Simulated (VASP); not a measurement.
# Ni (Fm-3m) in VASP: a series of runs

Aim: see how the results for Ni move with the level of theory and the settings. Levels: AM05, LDA. Tasks: band structure, phonons.

Program: VASP 6.6.1. These are calculated values, not measurements. Logs are shortened: lines on timing, memory, paths and dates and some standing lists are left out, and cuts for length are marked.

## 1. The structure

Symmetry: Fm-3m, No. 225, cubic system. Conventional cell: a = 3.475 Å, b = 3.475 Å, c = 3.475 Å, α = 90.00°, β = 90.00°, γ = 90.00°. Ni (site symmetry m-3m) has 12 Ni at 2.46 Å as nearest neighbours.

## 2. Band structure, AM05, collinear spin, ferromagnetic start

POSCAR

```
Ni
1.0
    0.0000000000      1.7375729330      1.7375729330
    1.7375729330      0.0000000000      1.7375729330
    1.7375729330      1.7375729330      0.0000000000
Ni
1
Direct
    0.0000000000      0.0000000000      0.0000000000
```

INCAR.step1

```
SYSTEM = Ni
PREC = Accurate
ENCUT = 520
EDIFF = 1E-6
ISMEAR = -1
SIGMA = 0.05
LREAL = .False.
LASPH = .True.
NELM = 120
ALGO = Fast
ISIF = 2
LWAVE = .False.
LCHARG = .True.
ISPIN = 2
MAGMOM = 1
LORBIT = 11
LMAXMIX = 4
GGA = AM
```

KPOINTS.step1

```
Automatic mesh
0
Gamma
  13 13 13
  0 0 0
```

INCAR.step2

```
SYSTEM = Ni
PREC = Accurate
ENCUT = 520
EDIFF = 1E-6
ISMEAR = 0
SIGMA = 0.05
LREAL = .False.
LASPH = .True.
NELM = 120
ALGO = Fast
ISIF = 2
LWAVE = .False.
LCHARG = .False.
ISPIN = 2
MAGMOM = 1
LORBIT = 11
LMAXMIX = 4
GGA = AM
ICHARG = 11
```

KPOINTS.step2

```
path GXWKGLUWLK,UX
20
line-mode
reciprocal
 0.0000000000  0.0000000000  0.0000000000  G
 0.5000000000  0.0000000000  0.5000000000  X

 0.5000000000  0.0000000000  0.5000000000  X
 0.5000000000  0.2500000000  0.7500000000  W

 0.5000000000  0.2500000000  0.7500000000  W
 0.3750000000  0.3750000000  0.7500000000  K

 0.3750000000  0.3750000000  0.7500000000  K
 0.0000000000  0.0000000000  0.0000000000  G

 0.0000000000  0.0000000000  0.0000000000  G
 0.5000000000  0.5000000000  0.5000000000  L

 0.5000000000  0.5000000000  0.5000000000  L
 0.6250000000  0.2500000000  0.6250000000  U

 0.6250000000  0.2500000000  0.6250000000  U
 0.5000000000  0.2500000000  0.7500000000  W

 0.5000000000  0.2500000000  0.7500000000  W
 0.5000000000  0.5000000000  0.5000000000  L

 0.5000000000  0.5000000000  0.5000000000  L
 0.3750000000  0.3750000000  0.7500000000  K

 0.6250000000  0.2500000000  0.6250000000  U
 0.5000000000  0.0000000000  0.5000000000  X
```

Potentials or basis: VASP PAW PBE potentials, release 64 (Ni).

On the command line:

```bash
cat potpaw_PBE.64/Ni/POTCAR > POTCAR
cp INCAR.step1 INCAR
cp KPOINTS.step1 KPOINTS
mpirun -np 1 vasp_std > vasp.out
cp INCAR.step2 INCAR
cp KPOINTS.step2 KPOINTS
mpirun -np 1 vasp_std > vasp.out
```

OUTCAR:

```text
SYSTEM = Ni
   PREC = Accurate
   ENCUT = 520
   EDIFF = 1E-6
   ISMEAR = 0
   LREAL = .False.
   LASPH = .True.
   NELM = 120
   ISIF = 2
   ISPIN = 2
   LORBIT = 11
   GGA = AM
   ICHARG = 11

 ion  position               nearest neighbor table
   1  0.000  0.000  0.000-

  LATTYP: Found a face centered cubic cell.
 ALAT       =     3.4751458660

  Lattice vectors:

 A1 = (   0.0000000000,   1.7375729330,   1.7375729330)
 A2 = (   1.7375729330,   0.0000000000,   1.7375729330)
 A3 = (   1.7375729330,   1.7375729330,   0.0000000000)

Analysis of symmetry for initial positions (statically):
=====================================================================
 Subroutine PRICEL returns:
 Original cell was already a primitive cell.

 Routine SETGRP: Setting up the symmetry group for a
 face centered cubic supercell.

 Subroutine GETGRP returns: Found 48 space group operations
 (whereof 48 operations were pure point group operations)
 out of a pool of 48 trial point group operations.

The static configuration has the point symmetry O_h .

Analysis of symmetry for dynamics (positions and initial velocities):
=====================================================================
 Subroutine PRICEL returns:
 Original cell was already a primitive cell.

 Routine SETGRP: Setting up the symmetry group for a
 face centered cubic supercell.

 Subroutine GETGRP returns: Found 48 space group operations
 (whereof 48 operations were pure point group operations)
 out of a pool of 48 trial point group operations.

The dynamic configuration has the point symmetry O_h .

Analysis of structural, dynamic, and magnetic symmetry:
=====================================================================
 Subroutine PRICEL returns:
 Original cell was already a primitive cell.

 Routine SETGRP: Setting up the symmetry group for a
 face centered cubic supercell.

 Subroutine GETGRP returns: Found 48 space group operations
 (whereof 48 operations were pure point group operations)
 out of a pool of 48 trial point group operations.

The overall configuration has the point symmetry O_h .

 Subroutine INISYM returns: Found 48 space group operations
 (whereof 48 operations are pure point group operations),
 and found     1 'primitive' translations

----------------------------------------------------------------------------------------

                                     Primitive cell

  volume of cell :      10.4920

  direct lattice vectors                    reciprocal lattice vectors
     0.000000000  1.737572933  1.737572933    -0.287757705  0.287757705  0.287757705
     1.737572933  0.000000000  1.737572933     0.287757705 -0.287757705  0.287757705
[... 114 lines left out ...]

 number of electron       9.9999998 magnetization       0.6244799

 Free energy of the ion-electron system (eV)
  ---------------------------------------------------
  ext. energy  EPLUGINS =         0.00000000
  ---------------------------------------------------
  free energy    TOTEN  =        -5.07871721 eV

  energy without entropy =       -5.07466060  energy(sigma->0) =       -5.07668890

 E-fermi :   9.8683     XC(G=0): -13.6452

 val. band max:        9.8663246995   @ k =   0.2171   0.2171   0.4342
 cond. band min:       9.8684105508   @ k =   0.5000   0.4737   0.5263
 fundamental gap:      0.0020858513
 Fermi energy:         9.8683068397

 spin component 1

 k-point     1 :       0.0000    0.0000    0.0000
  band No.  band energies     occupation
      1       0.4018      1.00000
      2       7.2051      1.00000
      3       7.2051      1.00000
      4       7.2051      1.00000
      5       8.4138      1.00000
      6       8.4138      1.00000
      7      33.6418      0.00000
      8      37.8444      0.00000
      9      37.8444      0.00000
     10      37.8444      0.00000
[... 287 lines left out ...]
 k-point    24 :       0.5000    0.0395    0.5395
  band No.  band energies     occupation
      1       4.8553      1.00000
      2       5.3561      1.00000
      3       9.0822      1.00000
      4       9.1259      1.00000
      5       9.2864      1.00000
      6      12.4009      0.00000
      7      19.2455      0.00000
      8      24.3400      0.00000
      9      24.5582      0.00000
     10      30.4160      0.00000

 [... further k-points ...]

 spin component 2

 k-point     1 :       0.0000    0.0000    0.0000
  band No.  band energies     occupation
      1       0.4054      1.00000
      2       7.9039      1.00000
      3       7.9039      1.00000
      4       7.9039      1.00000
      5       9.0550      1.00000
      6       9.0550      1.00000
      7      33.5767      0.00000
      8      37.8510      0.00000
      9      37.8510      0.00000
     10      37.8511      0.00000
[... 287 lines left out ...]
 k-point    24 :       0.5000    0.0395    0.5395
  band No.  band energies     occupation
      1       5.2422      1.00000
      2       5.9313      1.00000
      3       9.7932      0.98320
      4       9.8202      0.91318
      5      10.0887      0.00000
      6      12.4720      0.00000
      7      19.5304      0.00000
      8      24.4002      0.00000
      9      24.5987      0.00000
     10      30.6074      0.00000

 [... further k-points ...]

------------------------ aborting loop because EDIFF is reached ----------------------------------------

  FORCE on cell =-STRESS in cart. coord.  units (eV):
  Direction    XX          YY          ZZ          XY          YZ          ZX
  --------------------------------------------------------------------------------------
  -------------------------------------------------------------------------------------
  Total       13.7761770     13.7761770     13.7761770      0.0000000     -0.0000000      0.0000000
  in kB     2103.6823903   2103.6823903   2103.6823903      0.0000000     -0.0000000      0.0000000
  external PRESSURE =    2103.6823903 kB  Pullay stress =       0.0000000 kB

 VOLUME and BASIS-vectors are now :
 -----------------------------------------------------------------------------
  energy-cutoff  :      520.00
  volume of cell :       10.49
      direct lattice vectors                 reciprocal lattice vectors
     0.000000000  1.737572933  1.737572933    -0.287757705  0.287757705  0.287757705
     1.737572933  0.000000000  1.737572933     0.287757705 -0.287757705  0.287757705
     1.737572933  1.737572933  0.000000000     0.287757705  0.287757705 -0.287757705

 POSITION                                       TOTAL-FORCE (eV/Angst)
 -----------------------------------------------------------------------------------
      0.00000      0.00000      0.00000         0.000000      0.000000     -0.000000
 -----------------------------------------------------------------------------------
    total drift:                                0.000000     -0.000000      0.000000

  FREE ENERGIE OF THE ION-ELECTRON SYSTEM (eV)
  ---------------------------------------------------
  free  energy   TOTEN  =        -5.0787172076 eV

  energy  without entropy=       -5.0746606017  energy(sigma->0) =       -5.07668890

 total charge

# of ion       s       p       d       tot
------------------------------------------
    1        0.385   0.478   8.557   9.419

 magnetization (x)

# of ion       s       p       d       tot
------------------------------------------
    1       -0.006  -0.026   0.586   0.553
```

OSZICAR.step1:

```text
N       E                     dE             d eps       ncg     rms          rms(c)
DAV:   1     0.249603419303E+02    0.24960E+02   -0.47360E+03  3516   0.129E+03
DAV:   2    -0.637112942279E+01   -0.31331E+02   -0.29649E+02  3408   0.167E+02
DAV:   3    -0.706024669519E+01   -0.68912E+00   -0.68698E+00  3776   0.303E+01
DAV:   4    -0.706636751018E+01   -0.61208E-02   -0.61195E-02  3630   0.255E+00
DAV:   5    -0.706651259490E+01   -0.14508E-03   -0.14508E-03  3714   0.376E-01    0.108E+01
RMM:   6    -0.623843431777E+01    0.82808E+00   -0.42006E+00  4023   0.328E+01    0.641E+00
RMM:   7    -0.592887173288E+01    0.30956E+00   -0.62716E-01  3949   0.130E+01    0.226E+00
RMM:   8    -0.590530420139E+01    0.23568E-01   -0.10758E-02  4607   0.109E+00    0.965E-01
RMM:   9    -0.590300892281E+01    0.22953E-02   -0.13114E-03  4341   0.468E-01    0.229E-01
RMM:  10    -0.590236752379E+01    0.64140E-03   -0.35362E-04  4291   0.313E-01    0.500E-02
RMM:  11    -0.590231994826E+01    0.47576E-04   -0.98507E-05  4504   0.122E-01    0.404E-02
RMM:  12    -0.590232296704E+01   -0.30188E-05   -0.20961E-05  4673   0.413E-02    0.822E-03
RMM:  13    -0.590232305611E+01   -0.89079E-07   -0.28751E-06  2768   0.171E-02
   1 F= -.59023231E+01 E0= -.58956511E+01  d E =-.133439E-01  mag=     0.6245
```

Run time: 38 s. Hardware: 1 thread of AMD EPYC 7R13 (Zen 3), shared host; peak memory 0.12 GiB.

What came out:

* Band gap along the path: none (metal or under the smearing width)
* Net moment: 0.62 μB per cell

Caveat: the log is that of the step along the path at fixed density, whose energy, stress, charges and moments have no meaning; the PAW data sets were made with another functional, which shifts forces and pressure a little.

## 3. Phonons, LDA, collinear spin, ferromagnetic start

POSCAR is that of step 2.

INCAR.step1

```
PREC     = Accurate       # precision mode
ENCUT    = 600            # plane-wave cutoff, eV
EDIFF    = 1E-8           # SCF threshold, eV
ISMEAR   = -1             # smearing method
SIGMA    = 0.05           # smearing width, eV
LREAL    = F              # projectors in reciprocal space
LASPH    = T              # aspherical terms in the spheres
NELM     = 120            # most SCF steps
ALGO     = Normal         # electronic algorithm
ISIF     = 3              # what is computed and relaxed
LWAVE    = F              # write WAVECAR
LCHARG   = F              # write CHGCAR
ISPIN    = 2              # spin polarisation
MAGMOM   = 1              # initial moments
LORBIT   = 11             # projections on sites
LMAXMIX  = 4              # l up to which the mixer works
IBRION   = 2              # ionic algorithm
NSW      = 40             # ionic steps
EDIFFG   = -0.002         # ionic threshold
```

INCAR.step2

```
PREC     = Accurate       # precision mode
ENCUT    = 600            # plane-wave cutoff, eV
EDIFF    = 1E-8           # SCF threshold, eV
ISMEAR   = -1             # smearing method
SIGMA    = 0.05           # smearing width, eV
LREAL    = F              # projectors in reciprocal space
LASPH    = T              # aspherical terms in the spheres
NELM     = 120            # most SCF steps
ALGO     = Normal         # electronic algorithm
ISIF     = 2              # what is computed and relaxed
LWAVE    = F              # write WAVECAR
LCHARG   = F              # write CHGCAR
ISPIN    = 2              # spin polarisation
MAGMOM   = 1              # initial moments
LORBIT   = 11             # projections on sites
LMAXMIX  = 4              # l up to which the mixer works
IBRION   = 8              # ionic algorithm
NSW      = 1              # ionic steps
```

KPOINTS

```
regular mesh
0
Gamma
  10 10 10
```

Potentials or basis: VASP PAW LDA potentials, release 64 (Ni).

On the command line:

```bash
cat potpaw_LDA.64/Ni/POTCAR > POTCAR
cp INCAR.step1 INCAR
mpirun -np 1 vasp_std > vasp.out
cp CONTCAR POSCAR
cp INCAR.step2 INCAR
mpirun -np 1 vasp_std > vasp.out
```

OUTCAR:

```text
PREC = Accurate
   ENCUT = 600
   EDIFF = 1E-8
   ISMEAR = -1
   LREAL = F
   LASPH = T
   NELM = 120
   ISIF = 2
   ISPIN = 2
   LORBIT = 11
   IBRION = 8
   NSW = 1

 ion  position               nearest neighbor table
   1  0.000  0.000  0.000-

  LATTYP: Found a face centered cubic cell.
 ALAT       =     3.4249255985

  Lattice vectors:

 A1 = (   0.0000000000,   1.7124627993,   1.7124627993)
 A2 = (   1.7124627993,   0.0000000000,   1.7124627993)
 A3 = (   1.7124627993,   1.7124627993,   0.0000000000)

Analysis of symmetry for initial positions (statically):
=====================================================================
 Subroutine PRICEL returns:
 Original cell was already a primitive cell.

 Routine SETGRP: Setting up the symmetry group for a
 face centered cubic supercell.

 Subroutine GETGRP returns: Found 48 space group operations
 (whereof 48 operations were pure point group operations)
 out of a pool of 48 trial point group operations.

The static configuration has the point symmetry O_h .

[... 862 lines left out ...]
     0.00393 -0.00000 -0.00000
    -0.00000 -0.00073 -0.00000
     0.00000 -0.00000 -0.00073

 INTERNAL STRAIN TENSOR FOR ION    1 for displacements in x,y,z  (eV/Angst):
          X           Y           Z          XY          YZ          ZX
  --------------------------------------------------------------------------------
  x     0.00000     0.00000     0.00000     0.00000     0.00000     0.00000
  y     0.00000     0.00000     0.00000     0.00000     0.00000     0.00000
  z     0.00000     0.00000     0.00000     0.00000     0.00000     0.00000

 SECOND DERIVATIVES (NOT SYMMETRIZED)
 ------------------------------------
               1X          1Y          1Z
  1X     0.041605    0.000000    0.000000
  1Y     0.000000    0.041605    0.000000
  1Z     0.000000    0.000000    0.041605

 Eigenvectors and eigenvalues of the dynamical matrix
 ----------------------------------------------------

   1 f/i=    0.416239 THz     2.615308 2PiTHz   13.884243 cm-1     1.721426 meV
             X         Y         Z           dx          dy          dz
      0.000000  0.000000  0.000000     1.000000    0.000000    0.000000

   2 f/i=    0.416239 THz     2.615308 2PiTHz   13.884243 cm-1     1.721426 meV
             X         Y         Z           dx          dy          dz
      0.000000  0.000000  0.000000     0.000000    1.000000    0.000000

   3 f/i=    0.416239 THz     2.615308 2PiTHz   13.884243 cm-1     1.721426 meV
             X         Y         Z           dx          dy          dz
      0.000000  0.000000  0.000000     0.000000    0.000000    1.000000

--------------------------------------------------------------------------------------------------------

 ELASTIC MODULI CONTR FROM IONIC RELAXATION (kBar)
 Direction    XX          YY          ZZ          XY          YZ          ZX
 --------------------------------------------------------------------------------
 XX           0.0000      0.0000      0.0000      0.0000      0.0000      0.0000
 YY           0.0000      0.0000      0.0000      0.0000      0.0000      0.0000
 ZZ           0.0000      0.0000      0.0000      0.0000      0.0000      0.0000
 XY           0.0000      0.0000      0.0000      0.0000      0.0000      0.0000
 YZ           0.0000      0.0000      0.0000      0.0000      0.0000      0.0000
 ZX           0.0000      0.0000      0.0000      0.0000      0.0000      0.0000
 --------------------------------------------------------------------------------

 total charge

# of ion       s       p       d       tot
------------------------------------------
    1        0.535   0.572   8.365   9.473

 magnetization (x)

# of ion       s       p       d       tot
------------------------------------------
    1       -0.003  -0.017   0.664   0.643
```

OUTCAR.step1:

```text
PREC = Accurate
   ENCUT = 600
   EDIFF = 1E-8
   ISMEAR = -1
   LREAL = F
   LASPH = T
   NELM = 120
   ISIF = 3
   ISPIN = 2
   LORBIT = 11
   IBRION = 2
   NSW = 40
   EDIFFG = -0.002
[... 1046 lines left out ...]
      9      39.0541      0.00000
     10      39.0541      0.00000
[... 643 lines left out ...]
  FREE ENERGIE OF THE ION-ELECTRON SYSTEM (eV)
  ---------------------------------------------------
  free  energy   TOTEN  =        -6.5822502190 eV

  energy  without entropy=       -6.5678099661  energy(sigma->0) =       -6.57503009

 reached required accuracy - stopping structural energy minimisation

 total charge

# of ion       s       p       d       tot
------------------------------------------
    1        0.535   0.572   8.365   9.473

 magnetization (x)

# of ion       s       p       d       tot
------------------------------------------
    1       -0.003  -0.017   0.664   0.643
```

Wall time 47 s (1 thread of Intel Xeon 6975P-C (Granite Rapids), shared host); peak memory 0.17 GiB.

Results:

* Relaxed volume: 10.04 Å³/atom
* Relaxed cell: a = 2.422 Å, b = 2.422 Å, c = 2.422 Å, α = 60.00°, β = 60.00°, γ = 60.00°
* Space group after relaxing (to 0.05 Å): Fm-3m (No. 225)
* Net moment: 0.64 μB per cell
* Site moments: Ni +0.64 μB
* Valence electrons inside the program's atomic spheres: Ni 9.47

The path:
```csv
step,energy change (eV),largest force (eV/Å),pressure (GPa),volume (Å³)
1,0.0000,0.0000,-9.84,10.49
2,0.0072,0.0000,14.50,9.54
3,-0.0144,0.0000,-0.12,10.05
4,-0.0144,0.0000,0.09,10.04
5,-0.0144,0.0000,-0.09,10.05
6,-0.0144,0.0000,0.00,10.04
```

Final structure:
```
Ni
1.0
     0.00000    1.71246    1.71246
     1.71246    0.00000    1.71246
     1.71246    1.71246    0.00000
Ni
1
Direct
  0.00000 0.00000 0.00000
```

Caveat: some modes are imaginary.

## 4. The reference run

An earlier run on the cell as given: functional PBEsol; potentials or basis VASP PAW PBE potentials, release 64 (Ni); cutoff 520 eV; k mesh 13 × 13 × 13; occupations fermi-dirac, width 0.05 eV; collinear spin, ferromagnetic start; starting moments [1.0] μB.

- Pressure: -2.4 GPa
- Band gap on the k mesh: none (metal or under the smearing width)
- Net moment: 0.62 μB per cell
- Site moments: Ni +0.63 μB
- Valence electrons inside the program's atomic spheres: Ni 9.38

## 5. Overview

```tsv
task	level	potentials or basis	cell	k mesh	cutoff (eV)	ladder	moment (μB)
band structure	AM05	VASP PAW PBE potentials, release 64 (Ni)	as given	13 × 13 × 13	520	-	0.62
phonons	LDA	VASP PAW LDA potentials, release 64 (Ni)	relaxed	10 × 10 × 10	600	-	0.64
single point	PBEsol	VASP PAW PBE potentials, release 64 (Ni)	as given	13 × 13 × 13	520	free	0.62
```

Alike in all rows: spin collinear, ferromagnetic start; smearing fermi-dirac 0.05 eV.

Caveats: the PAW data sets were made with another functional, which shifts forces and pressure a little (some runs); some modes are imaginary (some runs).

Total energies depend on the potentials used, so only differences within one code and one set of settings carry meaning.
